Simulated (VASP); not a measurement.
Method: PBE GGA, VASP's PBE PAW potentials (set 64) (plane waves; VASP 6.6.1).

A VASP calculation is set up with these files.

File KPOINTS:
```
Automatic mesh
0
Gamma
6 6 6
0 0 0
```

**INCAR**
```
ENCUT = 500
ALGO = Normal
LWAVE = .True.
NELM = 100
LCHARG = .False.
LREAL = .False.   ! projection in real space or not
PREC = Accurate
SYSTEM = Li2O
LASPH = .True.
ISMEAR = 0
GGA = PE   ! PBE
SIGMA = 0.05   ! width (eV)
EDIFF = 1E-6
```

**POSCAR**
```
Li2O
1
    0.0000000000     2.3134096841     2.3134096841
    2.3134096841     0.0000000000     2.3134096841
    2.3134096841     2.3134096841     0.0000000000
Li O
2 1
Direct
  0.7500000000   0.7500000000   0.7500000000
  0.2500000000   0.2500000000   0.2500000000
  1.0000000000   0.0000000000   0.0000000000
```

POTCAR, in this order: Li_sv O (PBE.64 set). Program: vasp_std.

What VASP printed:

### OUTCAR
```
 ion  position               nearest neighbor table
   1  0.750  0.750  0.750-   3 2.00   3 2.00   3 2.00   3 2.00   2 2.31   2 2.31   2 2.31   2 2.31
                             2 2.31   2 2.31
   2  0.250  0.250  0.250-   3 2.00   3 2.00   3 2.00   3 2.00   1 2.31   1 2.31   1 2.31   1 2.31
                             1 2.31   1 2.31
   3  0.000  0.000  0.000-   1 2.00   1 2.00   1 2.00   1 2.00   2 2.00   2 2.00   2 2.00   2 2.00
  LATTYP: Found a face centered cubic cell.
 ALAT       =     4.6268193682
 Subroutine PRICEL returns:
 Original cell was already a primitive cell.
 Subroutine GETGRP returns: Found 48 space group operations
The static configuration has the point symmetry O_h .
The dynamic configuration has the point symmetry O_h .
 Subroutine INISYM returns: Found 48 space group operations
 Subroutine IBZKPT returns following result:
 Found     16 irreducible k-points:

 Following reciprocal coordinates:
            Coordinates               Weight
  0.000000  0.000000  0.000000      1.000000
  0.166667  0.000000  0.000000      8.000000
  0.333333  0.000000  0.000000      8.000000
  0.500000  0.000000  0.000000      4.000000
  0.166667  0.166667  0.000000      6.000000
  0.333333  0.166667  0.000000     24.000000
  0.500000  0.166667  0.000000     24.000000
 -0.333333  0.166667  0.000000     24.000000
 -0.166667  0.166667  0.000000     12.000000
  0.333333  0.333333  0.000000      6.000000
  0.500000  0.333333  0.000000     24.000000
 -0.333333  0.333333  0.000000     12.000000
  0.500000  0.500000  0.000000      3.000000
  0.500000  0.333333  0.166667     24.000000
 -0.333333  0.333333  0.166667     24.000000
 -0.333333  0.500000  0.166667     12.000000
   k-points           NKPTS =     16   k-points in BZ     NKDIM =     16   number of bands    NBANDS=     10
   number of dos      NEDOS =    301   number of ions     NIONS =      3
   total plane-waves  NPLWV =  13824
   dimension x,y,z NGX =    24 NGY =   24 NGZ =   24
   dimension x,y,z NGXF=    48 NGYF=   48 NGZF=   48
   ions per type =               2   1
   PREC   = accura    normal or accurate (medium, high low for compatibility)
   ISTART =      0    job   : 0-new  1-cont  2-samecut
   ICHARG =      2    charge: 1-file 2-atom 10-const
   ISPIN  =      1    spin polarized calculation?
   LNONCOLLINEAR =      F non collinear calculations
   LSORBIT =      F    spin-orbit coupling
   INIWAV =      1    electr: 0-lowe 1-rand  2-diag
   ENCUT  =  500.0 eV  36.75 Ry    6.06 a.u.   5.96  5.96  5.96*2*pi/ulx,y,z
   NELM   =    100;   NELMIN=  2; NELMDL= -5     # of ELM steps
   EDIFF  = 0.1E-05   stopping-criterion for ELM
   LREAL  =      F    real-space projection
   NLSPLINE    = F    spline interpolate recip. space projectors
   LMAXMIX     =    2 max onsite mixed and CHGCAR
   VOSKOWN=      0    Vosko Wilk Nusair interpolation
   EDIFFG = 0.1E-04   stopping-criterion for IOM
   NSW    =      0    number of steps for IOM
   NBLOCK =      1;   KBLOCK =      1    inner block; outer block
   IBRION =     -1    ionic relax: 0-MD 1-quasi-New 2-CG
   NFREE  =      0    steps in history (QN), initial steepest desc. (CG)
   ISIF   =      2    stress and relaxation
   ISYM   =      2    0-nonsym 1-usesym 2-fastsym
   TEIN   =    0.0    initial temperature
   TEBEG  =    0.0;   TEEND  =   0.0 temperature during run
   SMASS  =  -3.00    Nose mass-parameter (am)
   PSTRESS=    0.0 pullay stress
   NELECT =      12.0000    total number of electrons
   EFERMI =   0.00;   METHOD = LEGACY
   ISMEAR =     0;   SIGMA  =   0.05  broadening in eV -4-tet -1-fermi 0-gaus
   IALGO  =     38    algorithm
   LDIAG  =      T    sub-space diagonalisation (order eigenvalues)
   IMIX   =      4    mixing-type and parameters
     AMIX     =   0.40;   BMIX     =  1.00
     AMIX_MAG =   1.60;   BMIX_MAG =  1.00
     AMIN     =   0.10
...
```

File OSZICAR:
```
       N       E                     dE             d eps       ncg     rms          rms(c)
DAV:   1     0.386419556241E+02    0.38642E+02   -0.59620E+03   320   0.126E+03
DAV:   2    -0.111177173026E+02   -0.49760E+02   -0.48184E+02   382   0.232E+02
DAV:   3    -0.160761296699E+02   -0.49584E+01   -0.49409E+01   578   0.590E+01
DAV:   4    -0.161248550077E+02   -0.48725E-01   -0.48702E-01   404   0.720E+00
DAV:   5    -0.161250506648E+02   -0.19566E-03   -0.19565E-03   468   0.424E-01    0.748E+00
DAV:   6    -0.143794085824E+02    0.17456E+01   -0.97854E+00   322   0.198E+01    0.290E+00
DAV:   7    -0.143487920089E+02    0.30617E-01   -0.23973E-01   358   0.412E+00    0.147E+00
DAV:   8    -0.143477193588E+02    0.10727E-02   -0.57746E-02   392   0.301E+00    0.347E-01
DAV:   9    -0.143467258103E+02    0.99355E-03   -0.63170E-03   406   0.749E-01    0.109E-01
DAV:  10    -0.143472286413E+02   -0.50283E-03   -0.95725E-04   344   0.259E-01    0.583E-02
DAV:  11    -0.143472049147E+02    0.23727E-04   -0.56473E-05   376   0.947E-02    0.121E-02
DAV:  12    -0.143472060538E+02   -0.11392E-05   -0.58861E-06   396   0.251E-02    0.245E-03
DAV:  13    -0.143472061762E+02   -0.12238E-06   -0.76768E-07   344   0.930E-03
   1 F= -.14347206E+02 E0= -.14347206E+02  d E =-.146343E-15
```

### OUTCAR
```
------------------------ aborting loop because EDIFF is reached ----------------------------------------
  FORCE on cell =-STRESS in cart. coord.  units (eV):
  Direction    XX          YY          ZZ          XY          YZ          ZX
  --------------------------------------------------------------------------------------
  Total       -0.0445225     -0.0445225     -0.0445225     -0.0000000     -0.0000000      0.0000000
  in kB       -2.8807270     -2.8807270     -2.8807270     -0.0000000     -0.0000000      0.0000000
  external PRESSURE =      -2.8807270 kB  Pullay stress =       0.0000000 kB
  volume of cell :       24.76
      direct lattice vectors                 reciprocal lattice vectors
     0.000000000  2.313409684  2.313409684    -0.216131195  0.216131195  0.216131195
     2.313409684  0.000000000  2.313409684     0.216131195 -0.216131195  0.216131195
     2.313409684  2.313409684  0.000000000     0.216131195  0.216131195 -0.216131195
 POSITION                                       TOTAL-FORCE (eV/Angst)
 -----------------------------------------------------------------------------------
      3.47011      3.47011      3.47011         0.000000     -0.000000     -0.000000
      1.15670      1.15670      1.15670         0.000000     -0.000000      0.000000
      0.00000      0.00000      0.00000        -0.000000      0.000000      0.000000
 -----------------------------------------------------------------------------------
    total drift:                               -0.000000      0.000000      0.000000
  FREE ENERGIE OF THE ION-ELECTRON SYSTEM (eV)
  ---------------------------------------------------
  free  energy   TOTEN  =       -14.3472061762 eV

  energy  without entropy=      -14.3472061762  energy(sigma->0) =      -14.34720618
```
(Selected blocks of OUTCAR.)

The structure comes from a computed database's Li2O entry (Fm-3m); how it stands against other phases isn't given here. It was relaxed first.
